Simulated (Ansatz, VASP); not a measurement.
**KCl (Sylvite): VASP beside Ansatz**

Wanted: the spread between two codes on one cell, functional and k mesh. The cell is taken from a series of VASP runs on this material, whose earlier steps may have relaxed, scaled or displaced it; both programs get it as it stands. Other levels of theory on this material are compared in a session of their own.

Method: plane waves, with VASP 6.6.1 beside it; band structure at PBE, in Ansatz 0.2.0.

## 1. Set-up

The structure is cubic, space group Fm-3m (No. 225). The conventional cell has a = 6.279 Å, b = 6.279 Å, c = 6.279 Å, α = 90.00°, β = 90.00°, γ = 90.00°. Nearest to K lie 6 Cl at 3.14 Å. Nearest to Cl lie 6 K at 3.14 Å. Farther neighbours and most contacts between anions are not listed.

Structure file:

```cif
data_structure
_symmetry_space_group_name_H-M 'P 1'
_symmetry_Int_Tables_number 1
_cell_length_a 4.4398
_cell_length_b 4.4398
_cell_length_c 4.4398
_cell_angle_alpha 60.000
_cell_angle_beta 60.000
_cell_angle_gamma 60.000
_cell_volume 61.88
loop_
_atom_site_label
_atom_site_type_symbol
_atom_site_fract_x
_atom_site_fract_y
_atom_site_fract_z
_atom_site_occupancy
K1 K 0.00000 0.00000 0.00000 1
Cl2 Cl 0.50000 0.50000 0.50000 1
```

## 2. VASP: band structure, PBE

The same path points are solved in both programs, so levels can be compared one by one.

Lines of VASP's logs that name or quote its potential files are left out, and so is its time.

Input file INCAR:

```
SYSTEM = KCl
PREC = Accurate
ENCUT = 350
EDIFF = 1E-06
NELM = 100
ISMEAR = 0
SIGMA = 0.03
LREAL = .FALSE.
ALGO = Normal
GGA = PE
NBANDS = 20
LORBIT = 11
LWAVE = .FALSE.
LCHARG = .FALSE.
KPAR = 4
LASPH = .TRUE.
```

Input file POSCAR:

```
KCl
1.0
    0.0000000000      3.1394000000      3.1394000000
    3.1394000000      0.0000000000      3.1394000000
    3.1394000000      3.1394000000      0.0000000000
K Cl
1 1
Direct
    0.0000000000      0.0000000000      0.0000000000
    0.5000000000      0.5000000000      0.5000000000
```

Input file KPOINTS:

```
Automatic mesh
0
Gamma
6 6 6
0 0 0
```

Input file KPOINTS_OPT:

```
Line mode
10
Line-mode
Reciprocal
  0.00000000   0.00000000   0.00000000 GAMMA
  0.50000000   0.00000000   0.50000000 X

  0.50000000   0.00000000   0.50000000 X
  0.50000000   0.25000000   0.75000000 W

  0.50000000   0.25000000   0.75000000 W
  0.37500000   0.37500000   0.75000000 K

  0.37500000   0.37500000   0.75000000 K
  0.00000000   0.00000000   0.00000000 GAMMA

  0.00000000   0.00000000   0.00000000 GAMMA
  0.50000000   0.50000000   0.50000000 L

  0.50000000   0.50000000   0.50000000 L
  0.62500000   0.25000000   0.62500000 U

  0.62500000   0.25000000   0.62500000 U
  0.50000000   0.25000000   0.75000000 W

  0.50000000   0.25000000   0.75000000 W
  0.50000000   0.50000000   0.50000000 L

  0.50000000   0.50000000   0.50000000 L
  0.37500000   0.37500000   0.75000000 K

  0.62500000   0.25000000   0.62500000 U
  0.50000000   0.00000000   0.50000000 X
```

The projector-augmented-wave data sets are K_sv and Cl (PBE family, release 64).

Started as:

```bash
> mpirun -np 4 vasp_std
```

Numbers of over 12 decimals in the logs are rounded to 6 here.

The program printed:

```text
[banner, memory and clock lines left out]
running    4 mpi-ranks, on    1 nodes
 distrk:  each k-point on    1 cores,    4 groups
 distr:  one band on    1 cores,    1 groups

 POSCAR found type information on POSCAR K Cl
 POSCAR found :  2 types and       2 ions
 LDA part: xc-table for (Slater+PW92), standard interpolation
 POSCAR, INCAR and KPOINTS ok, starting setup
 FFT: planning ... GRIDC
 FFT: planning ... GRID_SOFT
 FFT: planning ... GRID
 WAVECAR not read
 entering main loop
       N       E                     dE             d eps       ncg     rms          rms(c)
DAV:   1     0.794427949723E+02    0.79443E+02   -0.52858E+03   640   0.521E+02
DAV:   2    -0.297144921200E+01   -0.82414E+02   -0.78166E+02   796   0.171E+02
DAV:   3    -0.695893984107E+01   -0.39875E+01   -0.39666E+01   844   0.319E+01
DAV:   4    -0.709048738747E+01   -0.13155E+00   -0.13150E+00   908   0.541E+00
DAV:   5    -0.709137376086E+01   -0.88637E-03   -0.88636E-03   844   0.482E-01    0.336E+00
DAV:   6    -0.680208969569E+01    0.28928E+00   -0.26861E-01   728   0.243E+00    0.276E+00
DAV:   7    -0.678798826986E+01    0.14101E-01   -0.77732E-02   880   0.139E+00    0.155E+00
DAV:   8    -0.679985301725E+01   -0.11865E-01   -0.13576E-02   800   0.640E-01    0.134E-01
DAV:   9    -0.680074371002E+01   -0.89069E-03   -0.96102E-04   840   0.163E-01    0.970E-02
DAV:  10    -0.680126758631E+01   -0.52388E-03   -0.44983E-04   708   0.104E-01    0.149E-02
DAV:  11    -0.680128849025E+01   -0.20904E-04   -0.19465E-05   800   0.212E-02    0.454E-03
DAV:  12    -0.680129182486E+01   -0.33346E-05   -0.39518E-06   704   0.104E-02    0.257E-03
DAV:  13    -0.680129192547E+01   -0.10060E-06   -0.46064E-08   640   0.148E-03
   1 F= -.68012919E+01 E0= -.68012919E+01  d E =-.121496E-15
 Start KPOINTS_OPT (optional k-point list driver)
k-point batch [1-16\100]
       N       E                     dE             ncg
DAV:   1    -0.138613912763E+04   -0.63915E+04      640
DAV:   2    -0.270880597872E+04   -0.13227E+04      800
DAV:   3    -0.277287195331E+04   -0.64066E+02      828
DAV:   4    -0.277506977930E+04   -0.21978E+01      924
DAV:   5    -0.277508521208E+04   -0.15433E-01      820
DAV:   6    -0.277508560823E+04   -0.39615E-03      940
DAV:   7    -0.277508561019E+04   -0.19563E-05      808
DAV:   8    -0.277508561022E+04   -0.31291E-07      584
[...]
k-point batch [97-100\100]
       N       E                     dE             ncg
DAV:   1     0.474366409015E+04   -0.22021E+04      160
DAV:   2     0.440984726294E+04   -0.33382E+03      208
DAV:   3     0.439423731170E+04   -0.15610E+02      216
DAV:   4     0.439367813189E+04   -0.55918E+00      220
DAV:   5     0.439367444905E+04   -0.36828E-02      196
DAV:   6     0.439367436874E+04   -0.80316E-04      224
DAV:   7     0.439367436840E+04   -0.33770E-06      196
```

OUTCAR, selected parts (step 2):

```text
ion  position               nearest neighbor table
   1  0.000  0.000  0.000-   2 3.14   2 3.14   2 3.14   2 3.14   2 3.14   2 3.14
   2  0.500  0.500  0.500-   1 3.14   1 3.14   1 3.14   1 3.14   1 3.14   1 3.14

  LATTYP: Found a face centered cubic cell.
 ALAT       =     6.2788000000

 Subroutine GETGRP returns: Found 48 space group operations
 (whereof 48 operations were pure point group operations)

The static configuration has the point symmetry O_h .

 Found     16 irreducible k-points:

   k-points           NKPTS =     16   k-points in BZ     NKDIM =     16   number of bands    NBANDS=     20

   dimension x,y,z NGX =    28 NGY =   28 NGZ =   28
   dimension x,y,z NGXF=    56 NGYF=   56 NGZF=   56

   ENCUT  =  350.0 eV  25.72 Ry    5.07 a.u.   6.77  6.77  6.77*2*pi/ulx,y,z

   NELECT =      16.0000    total number of electrons

 k-points in reciprocal lattice and weights: Automatic mesh
   0.00000000  0.00000000  0.00000000       0.005
   0.16666667  0.00000000  0.00000000       0.037
   0.33333333  0.00000000  0.00000000       0.037
   0.50000000  0.00000000  0.00000000       0.019
   0.16666667  0.16666667  0.00000000       0.028
   0.33333333  0.16666667  0.00000000       0.111
   0.50000000  0.16666667  0.00000000       0.111
  -0.33333333  0.16666667  0.00000000       0.111
  -0.16666667  0.16666667  0.00000000       0.056
[...]
-0.33333333  0.33333333  0.16666667       0.111
  -0.33333333  0.50000000  0.16666667       0.056

 average (electrostatic) potential at core
       1 -36.2558       2 -94.3474

 E-fermi :  -1.6539

 k-point     1 :       0.0000    0.0000    0.0000
  band No.  band energies     occupation
    ...
      4     -12.4573      2.00000
      5     -12.4573      2.00000
      6      -1.8134      2.00000
      7      -1.8134      2.00000
      8      -1.8134      2.00000
      9       3.3962      0.00000
     10       6.5705      0.00000
     11       6.5705      0.00000
     12       6.5705      0.00000
     13       7.4506      0.00000
    ...

 k-point     2 :       0.1667    0.0000    0.0000
  band No.  band energies     occupation
    ...
      4     -12.4596      2.00000
      5     -12.3913      2.00000
      6      -2.1310      2.00000
      7      -1.9005      2.00000
      8      -1.9005      2.00000
      9       4.0352      0.00000
     10       6.4009      0.00000
     11       6.9171      0.00000
     12       6.9171      0.00000
     13       7.8279      0.00000
    ...

 k-point     3 :       0.3333    0.0000    0.0000
  band No.  band energies     occupation
    ...
      4     -12.4644      2.00000
      5     -12.2697      2.00000
      6      -2.6537      2.00000
      7      -2.0652      2.00000
      8      -2.0652      2.00000
      9       5.2650      0.00000
     10       6.4726      0.00000
     11       7.8581      0.00000
     12       7.8581      0.00000
     13       8.7810      0.00000
    ...

  Total        0.3466697      0.3466697      0.3466697      0.0000000      0.0000000      0.0000000
  in kB        8.9754566      8.9754566      8.9754566      0.0000000      0.0000000      0.0000000
  external PRESSURE =       8.9754566 kB  Pullay stress =       0.0000000 kB

  energy-cutoff  :      350.00
  volume of cell :       61.88
      direct lattice vectors                 reciprocal lattice vectors
     0.000000000  3.139400000  3.139400000    -0.159266102  0.159266102  0.159266102
     3.139400000  0.000000000  3.139400000     0.159266102 -0.159266102  0.159266102
     3.139400000  3.139400000  0.000000000     0.159266102  0.159266102 -0.159266102

 POSITION                                       TOTAL-FORCE (eV/Angst)
 -----------------------------------------------------------------------------------
      0.00000      0.00000      0.00000         0.000000     -0.000000     -0.000000
      3.13940      3.13940      3.13940        -0.000000      0.000000      0.000000
 -----------------------------------------------------------------------------------
    total drift:                                0.000000      0.000000      0.000000

  FREE ENERGIE OF THE ION-ELECTRON SYSTEM (eV)
  ---------------------------------------------------
  free  energy   TOTEN  =        -6.8012919255 eV

  energy  without entropy=       -6.8012919255  energy(sigma->0) =       -6.80129193

 total charge
# of ion       s       p       d       tot
------------------------------------------
    1        1.957   5.581   0.026   7.563
    2        1.588   3.569   0.000   5.156
--------------------------------------------------
tot          3.545   9.149   0.026  12.719

[... 3 further parts left out ...]
```

The run ends at a pressure of 0.90 GPa.

## 3. Ansatz: band structure, PBE

Ansatz runs on its default PAW (the set named soft_2) files.

The same cell, functional, mesh and smearing now go to Ansatz, which takes its cutoff from its data sets.

Input file input.yaml:

```yaml
crystal:
  lattice:
    - [0.0, 3.1394, 3.1394]
    - [3.1394, 0.0, 3.1394]
    - [3.1394, 3.1394, 0.0]
  atoms:
    - { symbol: K, position: [0.0, 0.0, 0.0] }
    - { symbol: Cl, position: [0.5, 0.5, 0.5] }
hamiltonian:
  xc: pbe
  pseudopotentials: { kind: paw }
kpoints:
  mp_grid: { grid: [6, 6, 6] }
  band_path:
    path:
      - [0.0, 0.0, 0.0]
      - [0.16667, 0.0, 0.16667]
      - [0.33333, 0.0, 0.33333]
      - [0.5, 0.0, 0.5]
      - [0.5, 0.08333, 0.58333]
      - [0.5, 0.19444, 0.69444]
      - [0.5, 0.25, 0.75]
      - [0.45833, 0.29167, 0.75]
      - [0.40278, 0.34722, 0.75]
      - [0.375, 0.375, 0.75]
      - [0.20833, 0.20833, 0.41667]
      - [0.08333, 0.08333, 0.16667]
      - [0.0, 0.0, 0.0]
      - [0.22222, 0.22222, 0.22222]
      - [0.38889, 0.38889, 0.38889]
      - [0.51389, 0.47222, 0.51389]
      - [0.55556, 0.38889, 0.55556]
      - [0.61111, 0.27778, 0.61111]
      - [0.61111, 0.25, 0.63889]
      - [0.56944, 0.25, 0.68056]
      - [0.51389, 0.25, 0.73611]
      - [0.5, 0.27778, 0.72222]
      - [0.5, 0.38889, 0.61111]
      - [0.5, 0.47222, 0.52778]
      - [0.48611, 0.48611, 0.52778]
      - [0.43056, 0.43056, 0.63889]
      - [0.38889, 0.38889, 0.72222]
      - [0.59722, 0.19444, 0.59722]
      - [0.55556, 0.11111, 0.55556]
      - [0.5, 0.0, 0.5]
    npoints: 1
scf:
  occupations: { method: gaussian, width: 0.03 }
  n_extra_bands: 7
output:
  forces: true
  stress: true
  eigenvalues: true
  write_density: true
  write_potential: true
  elf: true
  volumetric_format: npy
```

Started as:

```bash
> ansatz run input.yaml --threads 2 --pin off --max-ram 4608MiB --backend cpu --events-out ev --progress --plain --runs-dir out
```

The program printed:

```text
scf.n_extra_bands = 7 over 8 filled bands (N_el = 16.0): the run solves 15 bands
Engine: ansatz 0.2.0, aarch64-unknown-linux-gnu
Pseudopotentials: kind: paw
Pseudopotential: K, paw, valence charge 9, recommended cutoff 420 eV (normal), K.paw.azcp
Pseudopotential: Cl, paw, valence charge 7, recommended cutoff 420 eV (normal), Cl.paw.azcp
Functional definition: PBE
  parameter kappa = 0.804
  parameter beta = 0.066725
  exchange = pbe_x(kappa = kappa, mu = beta*pi^2/3)
  correlation = pbe_c(beta = beta)
Crystal: 2 atoms, lattice volume = 61.883 Å³
Basis set: ecut = 420 eV, 1243 PW (Γ), exchange–correlation on 60×60×60 points (8 copies of the dense FFT grid, shifted against one another)
Bands: 15, of which v1, the nominal top of the filled ones, is band 8 counted from 1 (7 counted from 0)
Symmetry: 48 space group operations
Space group: Fm-3m (ITA 225), of the structure as read, at distance tolerance 4.0e-5 Å
k-points: 16 of 216
Non-local potential: K, projectors of the file, l = 0: 3, l = 1: 2, l = 2: 2
Non-local potential: Cl, projectors of the file, l = 0: 2, l = 1: 2, l = 2: 2
PAW form: soft (Blöchl's): semilocal exchange-correlation on the pseudo side does not see the compensation charge
PAW one-centre angular grid: K, 110 points (default); XC on 64 Gauss nodes
PAW one-centre angular grid: Cl, 110 points (default); XC on 64 Gauss nodes
Initial density: superposition of atomic densities (neutral atoms: chi_scale 0, normalization atom), corrected by the library's trained network
Initial wavefunctions: pseudopotential atomic-orbital guess
Functional: x = pbe(κ = 0.804, μ = 0.219515), c = pbe(β = 0.066725)
SCF iter   1: F=—  HF=-2621.217994 eV  |F-HF|=—  |Δ(HF+E_count)|=         —  Δρ=2.13e-4  dr2=1.70e-5  ethr=1.77e-3  ⟨swp⟩=6.5  Hψ=1510  notcnv=0  defer=1
preconditioner: auto → none  [insulator: Δε(μ)=5.205 eV  Ē_g=16.349 eV  σ=0.030 eV  W_gap=1.00  n_scr=14 (ndim 8)  ℏωp=17.7 eV  f_vac=0.077  D(μ)=0.00/eV (n_scr^D=0)  ε∞_Penn≈2.2]
SCF iter   2: F=—  HF=-2621.217944 eV  |F-HF|=—  |Δ(HF+E_count)|=   4.97e-5  Δρ=3.27e-4  dr2=1.01e-4  ethr=1.06e-7  ⟨swp⟩=3.4  Hψ=602  notcnv=0  defer=15
SCF iter   3: F=—  HF=-2621.217925 eV  |F-HF|=—  |Δ(HF+E_count)|=   1.88e-5  Δρ=2.16e-4  dr2=4.36e-5  ethr=1.06e-7  ⟨swp⟩=2.0  Hψ=263  notcnv=0  defer=15
SCF iter   4: F=—  HF=-2621.217915 eV  |F-HF|=—  |Δ(HF+E_count)|=   1.09e-5  Δρ=1.53e-4  dr2=1.95e-5  ethr=1.06e-7  ⟨swp⟩=2.0  Hψ=262  notcnv=0  defer=15
SCF iter   5: F=—  HF=-2621.217915 eV  |F-HF|=—  |Δ(HF+E_count)|=   3.31e-7  Δρ=4.02e-5  dr2=1.43e-6  ethr=1.06e-7  ⟨swp⟩=3.0  Hψ=328  notcnv=0  defer=15
SCF iter   6: F=-2621.217914 eV  HF=-2621.217914 eV  |F-HF|=3.06e-8  |Δ(HF+E_count)|=   4.50e-7  Δρ=7.23e-6  dr2=4.29e-8  ethr=6.25e-10  ⟨swp⟩=9.6  Hψ=1585  notcnv=0
SCF 1 converged in 6 iterations: F = -2621.217914 eV  dr2 = 4.29e-8
  greatest PAW one-centre occupation: 0.987 electrons in one spin orbital (limit 2), on the K atom at site 0 (counted from 0), in its partial waves of l = 0
NSCF: frozen V_eff on 30 k-points
SCF converged after 6 iterations
Free energy (F): -2621.217914 eV
Harris-Foulkes:  -2621.217914 eV  (|F-HF|=3.06e-8)
Internal energy: -2621.217914 eV  (E = F + TS)
E sigma→0 (E₀):  -2621.217914 eV
Fermi energy:    3.505182 eV
--- Per-component energies (eV) ---
  E_band       = -130.728083
  E_kinetic    = 416.374186
  E_local      = -832.325501  (includes V_loc(G=0)·N_el)
  E_nonlocal   = 41.066570
  E_hartree    = 279.056233
  E_xc         = -243.291684
  E_vxc        = -288.182990  (∫ρ·V_xc dr)
  E_paw        = -1441.187665  (= ΣΔE_a)
  E_vpaw       = -25.777954  (= ΣTr[D̂ρ^β])
  E_aug_tail   = 0.000086  (compensation charges beyond the density's cutoff)
  E_ewald      = -840.910139
  E_smearing   = -0.000000  (= −TS)
  E_closure    = -0.000000  (closes the sum)
  Σ components = -2621.217914   (vs F -2621.217914, Δ=0.00e0)
--- Forces (eV/Å), atoms counted from 1 ---
  atom   1  K     -0.00000000     0.00000000     0.00000000
  atom   2  Cl     0.00000000    -0.00000000     0.00000000
  max |Σ_I F_I| component: 1.82e-29 eV/Å
--- Stress (GPa, compression-positive) ---
        0.890733       0.000000       0.000000
        0.000000       0.890733       0.000000
        0.000000       0.000000       0.890733
  P = ⅓ Tr σ = 0.8907 GPa (8.907 kbar)
--- Band table (eV; the first three rows and the last of 16) ---
  k-point 0: bands = [... 4 lower, -9.7379, 0.8989, 0.8989, 0.8989, 6.1112, 9.2656, 9.2656, 9.2656, ... 3 higher]
  k-point 1: bands = [... 4 lower, -9.6722, 0.5818, 0.8117, 0.8117, 6.7497, 9.0986, 9.6094, 9.6094, ... 3 higher]
  k-point 2: bands = [... 4 lower, -9.5509, 0.0598, 0.6467, 0.6467, 7.9750, 9.1768, 10.5417, 10.5417, ... 3 higher]
  k-point 15: bands = [... 4 lower, -9.6829, 0.3243, 0.4713, 0.5387, 8.1485, 9.8350, 9.9952, 11.0685, ... 3 higher]
```

Run time: 3 s. Hardware: 2 threads of Arm Neoverse N1, shared host; peak memory 0.28 GiB; 5.2 s of CPU time.

## 4. Side by side

Known differences besides the potentials themselves: the cutoff is 420 eV in Ansatz and 350 eV in VASP. Total energies have different zeros and are not compared.

Compared:

| quantity | Ansatz | VASP | difference |
| --- | --- | --- | --- |
| pressure (GPa) | 0.89 | 0.90 | -0.01 |
| gap over the path points (eV) | 5.212 | 5.210 | +0.002 |

Levels at points of the path, from each program's valence-band top (eV; 3 filled, then empty):

| k (reciprocal lattice) | Ansatz | VASP |
| --- | --- | --- |
| 0.000 0.000 0.000 | 0.00 0.00 0.00 5.21 8.37 8.37 | 0.00 0.00 0.00 5.21 8.38 8.38 |
| 0.167 0.000 0.167 | -0.41 -0.07 -0.07 5.99 7.72 9.07 | -0.41 -0.07 -0.07 5.98 7.73 9.09 |
| 0.333 0.000 0.333 | -0.71 -0.18 -0.18 6.85 7.40 9.91 | -0.71 -0.18 -0.18 6.86 7.40 9.96 |
| 0.500 0.000 0.500 | -0.66 -0.22 -0.22 6.52 8.37 10.11 | -0.66 -0.23 -0.23 6.53 8.38 10.11 |
| 0.500 0.083 0.583 | -0.64 -0.29 -0.26 6.71 8.59 9.74 | -0.64 -0.29 -0.26 6.72 8.61 9.75 |
| 0.500 0.194 0.694 | -0.55 -0.46 -0.40 7.49 8.63 9.27 | -0.55 -0.46 -0.40 7.50 8.65 9.29 |
| 0.500 0.250 0.750 | -0.49 -0.48 -0.48 8.04 8.04 9.47 | -0.49 -0.48 -0.48 8.05 8.05 9.50 |
| 0.458 0.292 0.750 | -0.52 -0.52 -0.39 7.64 8.49 9.40 | -0.53 -0.53 -0.39 7.65 8.50 9.43 |
| 0.403 0.347 0.750 | -0.56 -0.55 -0.30 7.32 9.00 9.34 | -0.56 -0.55 -0.30 7.33 9.01 9.36 |
| 0.375 0.375 0.750 | -0.56 -0.55 -0.29 7.27 9.09 9.34 | -0.57 -0.56 -0.29 7.28 9.10 9.36 |

Among the levels compared at these points, filled levels agree within 2 meV and empty ones within 51 meV.

## 5. Outcome

```json
{"difference in gap over the path points (band structure, PBE)": "0.0025 eV"}
```

What this shows: The difference in gap over the path points is 0.0025 eV (band structure, PBE), within the 0.08 eV picked in this series as the mark of a large difference. 4 further runs of this series are not shown here. Such differences can come from data sets, numerical settings and the points named under the comparisons, not from the functional's error against experiment.

[Lines on the potential files, build, host, timing and source positions are cut from VASP's logs without a mark.]

[Logs are printed without paths, hosts, clocks, repeated set-up lines and the standing remarks that a program may print on its own settings, such as how far it seeks lower states.]

[Hosts, paths, dates, database ids (printed as entryN), source tags and the programs' standing remarks are cut or masked in the printed files.]
